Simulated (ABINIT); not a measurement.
# CuO (Cccm) in ABINIT: notebook

Aim: see how the results for CuO move with the level of theory and the settings. Levels: LDA, PBEsol. Tasks: relaxation of cell and atoms.

Program: ABINIT 10.8.3 (patched build). These are calculated values, not measurements. Logs are shortened: lines on timing, memory, paths and dates and some standing lists are left out, and cuts for length are marked. The log counts tension as positive stress, the text compression.

## 1. Starting point

It takes space group Cccm (No. 66, orthorhombic). Conventional cell: a = 3.982 Å, b = 4.307 Å, c = 5.156 Å, α = 90.00°, β = 90.00°, γ = 90.00°. Cu (site symmetry 2/m) has 4 O at 1.95 Å as nearest neighbours. O (site symmetry 222) is surrounded by 4 Cu at 1.95 Å.

Measurements of this composition are mostly on another form, of space group No. 15.

## 2. Relaxation of cell and atoms, LDA

Contents of run.abi:

```
# Pseudopotentials
pp_dirpath "./"
pseudos "Cu.LDA_PW-JTH.xml, O.LDA_PW-JTH.xml"

# Structure
acell 3*1.0 Angstrom
rprim
     1.9909680000    -2.1535500000     0.0000000000
     1.9909680000     2.1535500000     0.0000000000
     0.0000000000     0.0000000000     5.1559280000
ntypat 2
znucl 29 8
natom 4
typat 1 1 2 2
xred
     0.5000000000     0.0000000000     0.0000000000
     0.0000000000     0.5000000000     0.5000000000
     0.5000000000     0.5000000000     0.2500000000
     0.5000000000     0.5000000000     0.7500000000
chkprim 0
chksymtnons 0
tolsym 1.0e-6

# Plane-wave basis
ecut 26.0
pawecutdg 48.0

# k points
kptopt 1
ngkpt 6 6 4
nshiftk 1
shiftk 0.0 0.0 0.0

# Exchange and correlation
ixc 7

# Bands and occupations
nband 30
occopt 3
tsmear 0.00183747

# SCF cycle
nstep 100
tolvrs 1.0e-9

# Output
iomode 3
prtwf 0
prtden 0
prteig 0
prtebands 0
enunit 2
prtvol 2

# Relaxation
ionmov 2
ntime 60
tolmxf 0.0002
optcell 2
dilatmx 1.08
ecutsm 0.5
```

Potentials or basis: JTH PAW LDA v2.0.

The run is started by

```sh
$ abinit run.abi > log 2>&1
```

run.abo:

```text
.Version 10.8.3 of ABINIT
 Symmetries : space group Cc c m (# 66); Bravais oC (1-face-center ortho.)
================================================================================
 Values of the parameters that define the memory need of the present run
     intxc =       0    ionmov =       2      iscf =      17    lmnmax =      18
     lnmax =       6     mgfft =      50  mpssoang =       3    mqgrid =    3282
     natom =       4  nloc_mem =       2    nspden =       1   nspinor =       1
    nsppol =       1      nsym =       8    n1xccc =       1    ntypat =       2
    occopt =       3   xclevel =       1
       mpw =        2391          nfft =       45000          nkpt =          39
 PAW method is used; the additional fine FFT grid is defined by:
   mgfftf=        72    nfftf =    115200
================================================================================
================================================================================

--------------------------------------------------------------------------------
------------- Echo of variables that govern the present computation ------------
--------------------------------------------------------------------------------
 -outvars: echo values of preprocessed input variables --------
            acell      1.8897261259E+00  1.8897261259E+00  1.8897261259E+00 Bohr
              amu      6.35460000E+01  1.59994000E+01
          chkprim           0
      chksymtnons           0
          dilatmx      1.08000000E+00
             ecut      2.60000000E+01 Hartree
           ecutsm      5.00000000E-01 Hartree
           enunit           2
           ionmov           2
              ixc           7
         kptrlatt        6    0    0      0    6    0      0    0    4
          kptrlen      3.32539355E+01
            natom           4
            nband          30
            ngfft          30      30      50
          ngfftdg          40      40      72
             nkpt          39
            nstep         100
             nsym           8
            ntime          60
           ntypat           2
           occopt           3
          optcell           2
        pawecutdg      4.80000000E+01 Hartree
           prtden           0
        prtebands           0
           prteig           0
           prtvol           2
            prtwf           0
            rprim      1.9909680000E+00 -2.1535500000E+00  0.0000000000E+00
                       1.9909680000E+00  2.1535500000E+00  0.0000000000E+00
                       0.0000000000E+00  0.0000000000E+00  5.1559280000E+00
          spgroup          66
           tolmxf      2.00000000E-04
           tolsym      1.00000000E-06
           tolvrs      1.00000000E-09
           tsmear      1.83747000E-03 Hartree
            typat      1  1  2  2
           useylm           1
           xangst      9.9548400000E-01 -1.0767750000E+00  0.0000000000E+00
                       9.9548400000E-01  1.0767750000E+00  2.5779640000E+00
                       1.9909680000E+00  0.0000000000E+00  1.2889820000E+00
                       1.9909680000E+00  0.0000000000E+00  3.8669460000E+00
            xcart      1.8811921227E+00 -2.0348098492E+00  0.0000000000E+00
                       1.8811921227E+00  2.0348098492E+00  4.8716459224E+00
                       3.7623842454E+00  0.0000000000E+00  2.4358229612E+00
                       3.7623842454E+00  0.0000000000E+00  7.3074688837E+00
             xred      5.0000000000E-01  1.0264178723E-17  0.0000000000E+00
                       1.0264178723E-17  5.0000000000E-01  5.0000000000E-01
                       5.0000000000E-01  5.0000000000E-01  2.5000000000E-01
                       5.0000000000E-01  5.0000000000E-01  7.5000000000E-01
            znucl       29.00000    8.00000

================================================================================

 chkinp: Checking input parameters for consistency.

================================================================================
== DATASET  1 ==================================================================

--- !DatasetInfo
iteration_state: {dtset: 1, }
dimensions: {natom: 4, nkpt: 39, mband: 30, nsppol: 1, nspinor: 1, nspden: 1, mpw: 2391, }
cutoff_energies: {ecut:  26.0, pawecutdg:  48.0, }
[... 1916 lines left out ...]
 frms,max,avg= 0.0000000E+00 0.0000000E+00   0.000E+00  0.000E+00  0.000E+00 h/b

 cartesian forces (eV/Angstrom) at end:
    1     -0.00000000000000    -0.00000000000000    -0.00000000000000
    2     -0.00000000000000    -0.00000000000000    -0.00000000000000
    3     -0.00000000000000    -0.00000000000000    -0.00000000000000
    4     -0.00000000000000    -0.00000000000000    -0.00000000000000
 frms,max,avg= 0.0000000E+00 0.0000000E+00   0.000E+00  0.000E+00  0.000E+00 e/A
 length scales=  5.392759380188  5.392759380188  9.552796666527 bohr
              =  2.853725365943  2.853725365943  5.055122292887 angstroms
 Fermi (or HOMO) energy (hartree) =   0.20488   Average Vxc (hartree)=  -0.43001
 Eigenvalues (hartree) for nkpt=  39  k points:
 kpt#   1, nband= 30, wtk=  0.00694, kpt=  0.0000  0.0000  0.0000 (reduced coord)
  -3.91752   -3.91750   -2.37199   -2.37199   -2.37034   -2.37004   -2.35960   -2.35960
  -0.53938   -0.48261   -0.12508   -0.01621   -0.01598    0.05005    0.06458    0.06461
   0.06818    0.08182    0.09839    0.10737    0.10746    0.10872    0.11247    0.12664
   0.23046    0.23072    0.26299    0.42796    0.47992    0.69786
      occupation numbers for kpt#   1
   2.00000    2.00000    2.00000    2.00000    2.00000    2.00000    2.00000    2.00000
   2.00000    2.00000    2.00000    2.00000    2.00000    2.00000    2.00000    2.00000
   2.00000    2.00000    2.00000    2.00000    2.00000    2.00000    2.00000    2.00000
   0.00000    0.00000    0.00000    0.00000    0.00000    0.00000
 kpt#   2, nband= 30, wtk=  0.02778, kpt=  0.1667  0.0000  0.0000 (reduced coord)
  -3.91751   -3.91749   -2.37215   -2.37198   -2.37030   -2.37004   -2.35973   -2.35959
  -0.53312   -0.48075   -0.11522   -0.02152   -0.01326    0.00379    0.05664    0.06232
   0.08168    0.08604    0.09098    0.10689    0.10732    0.11879    0.12148    0.12912
   0.21638    0.22843    0.29318    0.44812    0.46420    0.64040
      occupation numbers for kpt#   2
   2.00000    2.00000    2.00000    2.00000    2.00000    2.00000    2.00000    2.00000
[... 358 lines left out ...]
      occupation numbers for kpt#  38
   2.00000    2.00000    2.00000    2.00000    2.00000    2.00000    2.00000    2.00000
   2.00000    2.00000    2.00000    2.00000    2.00000    2.00000    2.00000    2.00000
   2.00000    2.00000    2.00000    2.00000    2.00000    2.00000    2.00000    2.00000
   1.99987    1.99987    0.00000    0.00000    0.00000    0.00000
 kpt#  39, nband= 30, wtk=  0.00694, kpt=  0.5000  0.5000  0.5000 (reduced coord)
  -3.91744   -3.91744   -2.37260   -2.37260   -2.37007   -2.37007   -2.36008   -2.36008
  -0.47920   -0.47920   -0.03263   -0.03263   -0.02997   -0.02997   -0.01761   -0.01761
   0.08554    0.08554    0.11089    0.11089    0.12603    0.12603    0.14862    0.14862
   0.18579    0.18579    0.34049    0.34049    0.60957    0.60957
      occupation numbers for kpt#  39
   2.00000    2.00000    2.00000    2.00000    2.00000    2.00000    2.00000    2.00000
   2.00000    2.00000    2.00000    2.00000    2.00000    2.00000    2.00000    2.00000
   2.00000    2.00000    2.00000    2.00000    2.00000    2.00000    2.00000    2.00000
   1.99994    1.99994    0.00000    0.00000    0.00000    0.00000
 Fermi (or HOMO) energy (eV) =   5.57514   Average Vxc (eV)= -11.70113
 Eigenvalues (   eV  ) for nkpt=  39  k points:
 kpt#   1, nband= 30, wtk=  0.00694, kpt=  0.0000  0.0000  0.0000 (reduced coord)
-106.60102 -106.60053  -64.54516  -64.54515  -64.50020  -64.49195  -64.20803  -64.20801
 -14.67730  -13.13242   -3.40363   -0.44110   -0.43492    1.36206    1.75743    1.75814
   1.85526    2.22656    2.67741    2.92171    2.92400    2.95855    3.06040    3.44614
   6.27119    6.27830    7.15638   11.64538   13.05927   18.98968
 kpt#   2, nband= 30, wtk=  0.02778, kpt=  0.1667  0.0000  0.0000 (reduced coord)
-106.60075 -106.60032  -64.54962  -64.54490  -64.49925  -64.49210  -64.21161  -64.20773
 -14.50689  -13.08178   -3.13524   -0.58553   -0.36069    0.10307    1.54130    1.69587
   2.22269    2.34120    2.47567    2.90875    2.92029    3.23244    3.30572    3.51344
   5.88806    6.21584    7.97790   12.19390   12.63152   17.42609
 kpt#   3, nband= 30, wtk=  0.02778, kpt=  0.3333  0.0000  0.0000 (reduced coord)
-106.60020 -106.59992  -64.55853  -64.54439  -64.49697  -64.49277  -64.21879  -64.20715
 -14.13707  -12.97829   -2.54332   -1.57206   -0.71886   -0.19860    1.23706    1.30774
   1.92024    2.57649    2.75764    2.91201    3.04952    3.46828    3.57790    3.73208
   5.69916    6.09275    9.31963   10.53691   14.53744   14.71665
 kpt#   4, nband= 30, wtk=  0.01389, kpt=  0.5000  0.0000  0.0000 (reduced coord)
-106.59991 -106.59975  -64.56298  -64.54414  -64.49496  -64.49396  -64.22237  -64.20686
[... 163 lines left out ...]
 kpt#  37, nband= 30, wtk=  0.02778, kpt=  0.5000  0.3333  0.5000 (reduced coord)
-106.59916 -106.59912  -64.56213  -64.55739  -64.49336  -64.49314  -64.22138  -64.21751
 -13.20650  -13.09732   -1.19247   -1.08159   -0.87602   -0.87220   -0.20172    0.27088
   2.39792    2.42274    2.97427    3.02377    3.15699    3.25725    3.66913    3.97872
   5.18093    5.19971    9.44249   10.04093   16.31593   16.36902
 kpt#  38, nband= 30, wtk=  0.01389, kpt= -0.3333  0.3333  0.5000 (reduced coord)
-106.59937 -106.59937  -64.55770  -64.55770  -64.49364  -64.49364  -64.21783  -64.21783
 -13.27194  -13.27194   -1.29045   -1.29045   -0.50811   -0.50811   -0.00210   -0.00210
   2.50580    2.50580    2.84609    2.84609    3.37328    3.37328    3.58317    3.58317
   5.09196    5.09196   10.13255   10.13255   16.93620   16.93620
 kpt#  39, nband= 30, wtk=  0.00694, kpt=  0.5000  0.5000  0.5000 (reduced coord)
-106.59891 -106.59891  -64.56180  -64.56180  -64.49287  -64.49287  -64.22106  -64.22106
 -13.03976  -13.03976   -0.88792   -0.88792   -0.81543   -0.81543   -0.47927   -0.47927
   2.32762    2.32762    3.01747    3.01747    3.42953    3.42953    4.04423    4.04423
   5.05565    5.05565    9.26527    9.26527   16.58734   16.58734
 Total charge density [el/Bohr^3]
)     Maximum=    3.5967E+00  at reduced coord.    0.0000    0.5000    0.5000
)Next maximum=    3.5967E+00  at reduced coord.    0.5000    0.0000    0.0000
)     Minimum=    6.4308E-03  at reduced coord.    0.0000    0.5000    0.0000
)Next minimum=    6.4308E-03  at reduced coord.    0.5000    0.0000    0.5000
   Integrated=    5.0000E+01

--- !EnergyTerms
iteration_state     : {dtset: 1, itime: 14, icycle: 1, }
comment             : Components of total free energy in Hartree
kinetic             :  3.69377278555534E+01
hartree             :  1.07636003091950E+02
xc                  : -1.12205661801169E+01
Ewald energy        : -2.44143294372530E+02
psp_core            :  1.47154630952875E+01
local_psp           : -2.70963814174490E+02
PAW spherical_terms : -6.13975240445808E+01
internal            : -4.28436004728926E+02
'-kT*entropy'       : -5.49955767900269E-04
total_energy        : -4.28436554684694E+02
total_energy_eV     : -1.16583525714226E+04
...

--- !EnergyTermsDC
iteration_state     : {dtset: 1, itime: 14, icycle: 1, }
comment             : '"Double-counting" decomposition of free energy'
band_energy         : -4.41160570038036E+01
Ewald energy        : -2.44143294372530E+02
psp_core            :  1.47154630952875E+01
xc_dc               : -1.04228968391546E+02
PAW spherical_terms : -5.06631553746326E+01
internal            : -4.28436012047225E+02
'-kT*entropy'       : -5.49955767900269E-04
total_energy_dc     : -4.28436562002992E+02
total_energy_dc_eV  : -1.16583527705636E+04
...

--- !EnergyTermsWithPAWCore
iteration_state     : {dtset: 1, itime: 14, icycle: 1, }
comment             : 'Components of total free energy, including PAW core contributions'
Total energy        : -3.45443889869338E+03
Total energy DC     : -3.45443890601168E+03
Total energy (eV)   : -9.40000711354867E+04
Total energy DC (eV): -9.40000713346278E+04
...

 Cartesian components of stress tensor (hartree/bohr^3)
  sigma(1 1)=  1.43522164E-07  sigma(3 2)=  0.00000000E+00
  sigma(2 2)= -1.37409752E-06  sigma(3 1)=  0.00000000E+00
  sigma(3 3)= -1.24202948E-06  sigma(2 1)=  0.00000000E+00

-Cartesian components of stress tensor (GPa)         [Pressure=  2.4249E-02 GPa]
- sigma(1 1)=  4.22256784E-03  sigma(3 2)=  0.00000000E+00
- sigma(2 2)= -4.04273449E-02  sigma(3 1)=  0.00000000E+00
- sigma(3 3)= -3.65417688E-02  sigma(2 1)=  0.00000000E+00

== END DATASET(S) ==============================================================
================================================================================

 -outvars: echo values of variables after computation  --------
            acell      5.3927593802E+00  5.3927593802E+00  9.5527966665E+00 Bohr
           etotal     -4.2843656200E+02
            fcart     -0.0000000000E+00 -0.0000000000E+00 -0.0000000000E+00
                      -0.0000000000E+00 -0.0000000000E+00 -0.0000000000E+00
                      -0.0000000000E+00 -0.0000000000E+00 -0.0000000000E+00
                      -0.0000000000E+00 -0.0000000000E+00 -0.0000000000E+00
            rprim      7.0808642804E-01 -7.0612577522E-01  0.0000000000E+00
                       7.0808642804E-01  7.0612577522E-01  0.0000000000E+00
                       0.0000000000E+00  0.0000000000E+00  1.0000000000E+00
           strten      1.4352216365E-07 -1.3740975222E-06 -1.2420294769E-06
                       0.0000000000E+00  0.0000000000E+00  0.0000000000E+00
           xangst      1.0103421005E+00 -1.0075445181E+00  3.9562262156E-31
                       1.0103421005E+00  1.0075445181E+00  2.5275611464E+00
                       2.0206842010E+00  0.0000000000E+00  1.2637805732E+00
                       2.0206842010E+00  0.0000000000E+00  3.7913417197E+00
             xred      5.0000000000E-01  1.0264178723E-17  7.8261731100E-32
                       1.0264178723E-17  5.0000000000E-01  5.0000000000E-01
                       5.0000000000E-01  5.0000000000E-01  2.5000000000E-01
                       5.0000000000E-01  5.0000000000E-01  7.5000000000E-01
 Calculation completed.
```

Run time: 24 min. Hardware: 1 thread of Arm Neoverse V1, shared host; peak memory 0.17 GiB.

What came out:

```yaml
Free_energy: -11658.3528 eV
Relaxed_volume: 10.29 Å³/atom
Relaxed_cell: a = 2.854 Å, b = 2.854 Å, c = 5.055 Å, α = 90.00°, β = 90.00°, γ = 89.84°
Space_group_after_relaxing_to_0.05_Å: P4_2/mmc (No. 131)
Energy_gained_by_relaxing: 31.5 meV/atom
Ionic_steps: 14
Pressure_after_relaxing: 0.0 GPa
Band_gap_on_the_k_mesh: none (metal or under the smearing width)
Valence_electrons_inside_the_program's_atomic_spheres: Cu 17.37; O 4.52
```

The path:
```csv
step,energy change (eV),largest force (eV/Å),pressure (GPa),volume (Å³)
1,0.0000,0.0000,-11.80,44.21
2,-0.0915,0.0000,-6.15,42.64
3,-0.1194,0.0000,0.71,41.09
4,-0.1205,0.0000,-0.04,41.22
5,-0.1215,0.0000,-0.45,41.27
6,-0.1226,0.0000,-0.44,41.20
7,-0.1229,0.0000,-0.15,41.12
8,-0.1231,0.0000,0.10,41.05
9,-0.1234,0.0000,0.36,41.00
10,-0.1240,0.0000,0.71,40.95
11,-0.1250,0.0000,1.02,40.91
12,-0.1256,0.0000,0.80,40.98
13,-0.1260,0.0000,0.16,41.14
14,-0.1261,0.0000,0.02,41.17
```

Final structure:
```
CELL_PARAMETERS angstrom
2.02068 -2.01509 0.00000
2.02068 2.01509 0.00000
0.00000 0.00000 5.05512
ATOMIC_POSITIONS crystal
Cu 0.50000 0.00000 0.00000
Cu 0.00000 0.50000 0.50000
O 0.50000 0.50000 0.25000
O 0.50000 0.50000 0.75000
```

Caveat: the run has no spin polarisation, though such a crystal can be magnetic; semilocal functionals often make such compounds metallic where correlation or magnetic order opens a gap, which also shifts bond lengths.

[end of part 1 of 2]
